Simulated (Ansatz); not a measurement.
TiO2 under strain: ⁴⁹Ti NMR of the central transition

Cell: a COD entry, relaxed with PBE at fixed cell and then changed (z stretched by 3 %, ions relaxed).

```yaml
crystal:
  lattice:
    - [4.59400, 0.00000, 0.00000]
    - [0.00000, 4.59400, 0.00000]
    - [0.00000, 0.00000, 3.04777]
  atoms:
    - { symbol: Ti, position: [0.00000, 0.00000, 0.00000] }
    - { symbol: Ti, position: [0.50000, 0.50000, 0.50000] }
    - { symbol: O, position: [0.30522, 0.30522, 0.00000] }
    - { symbol: O, position: [0.19478, 0.80522, 0.50000] }
    - { symbol: O, position: [0.69478, 0.69478, 0.00000] }
    - { symbol: O, position: [0.80522, 0.19478, 0.50000] }
```

Sites (sets of like atoms) are named by element and the number of their first atom in this list.

Computed with Ansatz: DFT, PBE, plane waves and PAW, scalar-relativistic, 420 eV cutoff, Γ-centred 7×7×10 k-points, Fermi–Dirac smearing 0.02 eV.

⁴⁹Ti has I = 7/2 and Q = 247.0 mb (Pyykkö 2018); at 9.4 T its Larmor frequency is ν₀ = 22.6 MHz. Only the quadrupole interaction is simulated: positions count from each site's isotropic chemical shift, and shift anisotropy, dipolar and J coupling are left out.

Simulated pattern of one Ti site (static powder, Gaussian broadening 4 kHz):

| offset (kHz) | height |
| --- | --- |
| -117.1 | 0 |
| -112.5 | 0 |
| -107.8 | 11 |
| -103.2 | 34 |
| -98.5 | 37 |
| -93.9 | 38 |
| -89.2 | 40 |
| -84.5 | 41 |
| -79.9 | 42 |
| -75.2 | 44 |
| -70.6 | 45 |
| -65.9 | 47 |
| -61.3 | 50 |
| -56.6 | 52 |
| -51.9 | 55 |
| -47.3 | 58 |
| -42.6 | 62 |
| -38.0 | 68 |
| -33.3 | 77 |
| -28.7 | 95 |
| -24.0 | 99 |
| -19.4 | 82 |
| -14.7 | 76 |
| -10.0 | 73 |
| -5.4 | 73 |
| -0.7 | 73 |
| 3.9 | 72 |
| 8.6 | 64 |
| 13.2 | 72 |
| 17.9 | 96 |
| 22.6 | 100 |
| 27.2 | 52 |
| 31.9 | 43 |
| 36.5 | 39 |
| 41.2 | 36 |
| 45.8 | 34 |
| 50.5 | 31 |
| 55.2 | 9 |
| 59.8 | 0 |
| 64.5 | 0 |

(1) Which |C_Q| and η does the pattern imply?

## Answers

(1) The pattern spans 161 kHz before broadening and its centre of gravity is at -22.4 kHz, which fixes P_Q; the places of the horns and steps fix η. That gives P_Q = 14.1 MHz, |C_Q| = 13.3 MHz and η = 0.61. The sign of C_Q can't be read from the pattern.
